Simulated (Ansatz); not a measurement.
# Sn: the cost of one run

Program: Ansatz 0.2.0. Level of theory: DFT PBEsol, scalar-relativistic, plane waves, PAW. These are calculated values, not measurements.

2 further runs of the same task are left out: 2 set aside as unsound or not needed.

## 1. The starting structure

The structure is tetragonal, space group I4/mmm (No. 139). Conventional cell: a = 3.235 Å, b = 3.235 Å, c = 5.068 Å, α = 90.00°, β = 90.00°, γ = 90.00°. Sn (site symmetry 4/mmm) is surrounded by 12 Sn at 3.23 to 3.41 Å.

Structure file:

```cif
data_structure
_symmetry_space_group_name_H-M 'P 1'
_symmetry_Int_Tables_number 1
_cell_length_a 3.4135
_cell_length_b 3.4135
_cell_length_c 3.4135
_cell_angle_alpha 123.437
_cell_angle_beta 123.437
_cell_angle_gamma 84.143
_cell_volume 26.51
loop_
_atom_site_label
_atom_site_type_symbol
_atom_site_fract_x
_atom_site_fract_y
_atom_site_fract_z
_atom_site_occupancy
Sn1 Sn 0.00000 0.00000 0.00000 1
```

This cell was relaxed beforehand with the same method: volume 26.51 Å³/atom, gap on the mesh none (metal).

## 2. The bulk in the cell of the plane

File input.yaml:

```yaml
crystal:
  lattice:
    - [3.2346532646, 0.0, 0.0]
    - [-1.6173266323, 3.006042336, 0.0]
    - [0.0, 1.7403250807, 2.7265821747]
  atoms:
    - { symbol: Sn, position: [0.0, 0.0, 0.0] }
basis:
  ecutwfc: 420
kpoints:
  mp_grid: { grid: [12, 12, 13] }
hamiltonian:
  xc: pbesol
scf:
  occupations: { method: gaussian, width: 0.1 }
output:
  forces: true
  stress: true
  eigenvalues: true
```

What time and memory should one allow on 1 thread of an Arm CPU, shared host?

About 8.2 s, with a peak of 0.4 GiB.
